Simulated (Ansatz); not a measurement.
# Ta2C: opening a crack plane

Ta2C, P-3m1, a = 3.095 Å, c = 4.921 Å. The structure is a COD entry; whether it is the stable form wasn't checked. Ansatz: PBEsol, PAW, 420 eV, Γ-centred 17×17×5 mesh on 6 atoms, Gaussian smearing 0.15 eV; no spin polarisation. One cut on (001) per cell of 6 atoms is opened rigidly by x, between planes of Ta and Ta that stand 2.43 Å apart; y is the energy per area (8.297 Å², 1 eV/Å² = 16.02 J/m²).

```tsv
x (Å)	y (J/m²)
0.00	0.000
0.25	0.401
0.50	?
0.75	2.292
1.00	3.234
1.50	4.650
2.00	5.492
3.00	6.141
4.50	6.260
6.00	6.265
```

Q: Fit the universal binding curve y = W[1 − (1 + x/l) e^(−x/l)] to the other rows, give the peak stress, and predict the missing value.

A: Least squares gives W = 6.32 J/m² and l = 0.578 Å. The stress dy/dx peaks at x = l with W/(e l) = 40.2 GPa, for rigid faces. At x = 0.50: x/l = 0.865, y = 1.357 J/m². The run gave 1.279 J/m², so the fit is 0.078 J/m² too high, within twice the rms miss on the fitted rows (0.045 J/m²).

Spin–orbit coupling is left out, which can shift energies with elements as heavy as these.

Cost: 12 runs of about 5.3 core-minutes in all, on Intel Xeon Platinum 8259CL (Skylake/Cascade Lake) (shared hosts).